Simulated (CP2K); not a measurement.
Runs of CP2K 2026.2 on MoS2. It takes space group P6_3/mmc (No. 194, hexagonal). Conventional cell: a = 3.169 Å, b = 3.169 Å, c = 12.324 Å, α = 90.00°, β = 90.00°, γ = 120.00°. Around Mo (site symmetry -6m2) lie 6 S at 2.41 Å. Around S (site symmetry 3m) lie 3 Mo at 2.41 Å. 

```csv
task,level,potentials or basis,cell,k mesh,smearing,EPS_DEFAULT,k points reduced by the point group,NGRIDS,points a segment of the path (NPOINTS),bands added on the path,gap on the mesh (eV),pressure (GPa),relaxed volume (Å³/atom),largest force (eV/Å)
band structure,PBEsol,"POTENTIAL_UZH Mo GTH-PBE-q14, S GTH-PBE-q6; DZVP-MOLOPT-PBE-GTH basis",as given,10 × 10 × 3,fermi-dirac 0.05 eV,1.0E-10,yes,5,6,4,0.92,-0.3,-,0.03
relaxation of cell and atoms,LDA,"GTH_POTENTIALS Mo GTH-PADE-q14, S GTH-PADE-q6; TZVP-MOLOPT-PBE-GTH basis",relaxed,7 × 7 × 2,fermi-dirac 0.0259 eV,1.0E-9,-,5,-,-,0.87,0.0,16.99,0.01
relaxation of cell and atoms,PBE,"POTENTIAL_UZH Mo GTH-PBE-q14, S GTH-PBE-q6; TZVP-MOLOPT-PBE-GTH basis",relaxed,7 × 7 × 2,fermi-dirac 0.1 eV,1.0E-10,-,4,-,-,1.40,0.0,20.09,-
band structure,PBE,"POTENTIAL_UZH Mo GTH-PBE-q14, S GTH-PBE-q6; DZVP-MOLOPT-PBE-GTH basis",as given,10 × 10 × 3,fermi-dirac 0.05 eV,1.0E-10,yes,5,6,4,0.96,3.9,-,(a)
band structure,vdW-DF-cx,"POTENTIAL_UZH Mo GTH-PBE-q14, S GTH-PBE-q6; DZVP-MOLOPT-PBE-GTH basis",as given,10 × 10 × 3,fermi-dirac 0.05 eV,1.0E-10,yes,5,6,4,0.94,1.0,-,0.24
band structure,PW91,"POTENTIAL_UZH Mo GTH-PBE-q14, S GTH-PBE-q6; DZVP-MOLOPT-PBE-GTH basis",as given,10 × 10 × 3,fermi-dirac 0.05 eV,1.0E-10,yes,5,6,4,0.96,(b),-,0.20
relaxation of cell and atoms,LDA,"GTH_POTENTIALS Mo GTH-PADE-q14, S GTH-PADE-q6; TZVP-MOLOPT-PBE-GTH basis",relaxed,7 × 7 × 2,fermi-dirac 0.0259 eV,1.0E-10,-,4,-,-,0.88,0.0,-,0.06
band structure,LDA,"POTENTIAL_UZH Mo GTH-PBE-q14, S GTH-PBE-q6; DZVP-MOLOPT-PBE-GTH basis",as given,10 × 10 × 3,fermi-dirac 0.05 eV,1.0E-10,yes,5,6,4,0.89,-2.1,-,0.02
```

Alike in all rows: no spin polarisation.

Problem. Fill in the values left out.

Solution. (a) 0.17; (b) 4.2.

Caveats: the basis of atomic orbitals isn't converged, which shifts pressures, moduli and gaps; the potentials were made for another functional, which shifts forces and pressure (some runs); this functional lacks dispersion, which binds the layers, so the pressure and a relaxed spacing across them are unreliable (some runs); an odd mesh through Γ misses points on the zone boundary, where band edges often lie (some runs); the printed path begins after the first move (some runs); the volume moved by +12 % from the deposited cell, more than functionals usually miss (some runs); more than 0.5 GPa of stress was left at the end, so the final cell isn't listed (some runs).

A k mesh can miss the band edges, and the runs leave out spin-orbit coupling on Mo.

Not every run made on this cell is shown here.
